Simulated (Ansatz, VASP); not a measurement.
Be in VASP and in Ansatz

```
CELL_PARAMETERS angstrom
-1.24961 1.24961 1.24961
1.24961 -1.24961 1.24961
1.24961 1.24961 -1.24961
ATOMIC_POSITIONS crystal
Be 0.00000 0.00000 0.00000
```

Alike in both runs: functional PBE; k mesh 10 × 10 × 10; occupations gaussian, width 0.1 eV; no spin polarisation.

Ansatz relaxed the structure, and its values are those at the end. VASP's run is a single point on that final structure, the one shown.

```csv
,VASP,Ansatz
version,VASP 6.6.1,Ansatz 0.2.0
potentials or method,"VASP PAW PBE potentials, release 64 (Be)","scalar-relativistic, plane waves, PAW"
plane-wave cutoff (eV),520,420
valence electrons in the cell,2,2
```

VASP gave:

```
gap on the k mesh at the Fermi level (eV) : none
pressure (GPa)                            : 0.4
```

Problem. What did Ansatz give for the same quantities?

Solution. gap on the k mesh at the Fermi level (eV): none; pressure (GPa): 0.3.

A gap of «none» marks a metal or a gap that the smearing closes.
